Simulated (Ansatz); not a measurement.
Cells of relaxed bulk InSb (F-43m, 36.51 Å³/atom, gap on the mesh 0.00 eV) whose upper half is shifted onto another sublattice; atoms and the cell's height are relaxed. Energies are the mean of the cell's two boundaries over the bulk on a matched mesh.

These are results of DFT PBE, scalar-relativistic, plane waves, PAW in Ansatz, not measurements.

Cutoff 420 eV; k points 8×6×2 on the computed 16-atom cell (Γ-centred); Gaussian smearing, width 0.10 eV; no spin polarisation.

Start ((110), species swapped):

```
CELL_PARAMETERS angstrom
4.69155 0.00000 0.00000
0.00000 6.63485 0.00000
0.00000 0.00000 18.76619
ATOMIC_POSITIONS crystal
In 0.00000 0.00000 0.00000
Sb 0.00000 0.75000 0.12500
In 0.50000 0.50000 0.12500
Sb 0.50000 0.25000 0.25000
In 0.00000 0.00000 0.25000
Sb 0.00000 0.75000 0.37500
In 0.50000 0.50000 0.37500
In 0.50000 0.25000 0.50000
Sb 0.00000 0.00000 0.50000
In 0.00000 0.75000 0.62500
Sb 0.50000 0.50000 0.62500
In 0.50000 0.25000 0.75000
Sb 0.00000 0.00000 0.75000
In 0.00000 0.75000 0.87500
Sb 0.50000 0.50000 0.87500
Sb 0.50000 0.25000 0.00000
```

Question: What does the relaxation give?

Answer: The free energy falls by 10 meV/atom.

| Quantity | Value |
| --- | --- |
| boundary energy (mJ/m²) | 168 |
| excess width (Å) | 0.03 |
| gap on the mesh (eV) | 0.06 |

Relaxed structure:
```
CELL_PARAMETERS angstrom
4.69155 0.00000 0.00000
0.00000 6.63485 0.00000
0.00000 0.00000 18.83548
ATOMIC_POSITIONS crystal
In 0.00000 0.00803 0.99618
Sb 0.00000 0.78069 0.12654
In 0.50000 0.53176 0.12424
Sb 0.50000 0.28069 0.24846
In 0.00000 0.03176 0.25076
Sb 0.00000 0.76311 0.37243
In 0.50000 0.50803 0.37882
In 0.50000 0.24197 0.49618
Sb 0.00000 0.98689 0.50257
In 0.00000 0.71824 0.62424
Sb 0.50000 0.46931 0.62654
In 0.50000 0.21824 0.75076
Sb 0.00000 0.96931 0.74846
In 0.00000 0.74197 0.87882
Sb 0.50000 0.48689 0.87243
Sb 0.50000 0.26311 0.00257
```

Spin-orbit coupling is left out, which matters for the bands of heavy elements.

Gaps under about 0.2 eV rest on few k points and may close between them.

Time: 3.6 min on 2 threads of AMD EPYC 9B45 (Zen 5), on a shared host, peak memory 2.5 GiB.